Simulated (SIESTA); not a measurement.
Crystal: CdF2.

```
Cd F
1.0
     0.00000    2.69400    2.69400
     2.69400    0.00000    2.69400
     2.69400    2.69400    0.00000
Cd F
1 2
Cartesian
  0.0000 0.0000 0.0000
  4.0410 4.0410 4.0410
  1.3470 1.3470 1.3470
```

Base run:

| Item | Value |
| --- | --- |
| Program | SIESTA 5.4.2 |
| Functional | BLYP |
| Potentials or basis | PseudoDojo 0.4 standard (PBE files) |
| Basis | DZP (energy shift 0.003 Ry; two zetas on semicore shells) |
| Grid cutoff | 800 Ry |
| Energy shift | 0.003 Ry |
| k mesh | 9 × 9 × 9 |
| Occupations | fermi-dirac, width 0.05 eV |
| Spin | no spin polarisation |

Its results: band gap on the k mesh 3.17 eV, indirect (least direct gap 3.64 eV); pressure 9.1 GPa.

Problem. After a change of settings the same cell gave: band gap on the k mesh 3.08 eV, indirect (least direct gap 3.56 eV); pressure 1.8 GPa. Which change was it?
A. functional from BLYP to vdW-DF-cx
B. functional from BLYP to LDA; potentials or basis from PseudoDojo 0.4 standard (PBE files) to PseudoDojo 0.4 standard (LDA files)
C. functional from BLYP to PBEsol; potentials or basis from PseudoDojo 0.4 standard (PBE files) to PseudoDojo 0.4 standard (PBEsol files)

Solution. A.

Caveats: the potentials were made for another functional, which shifts forces and pressure; the basis of atomic orbitals isn't converged, which shifts pressures, moduli and gaps.

Not every run made on this cell is shown here.
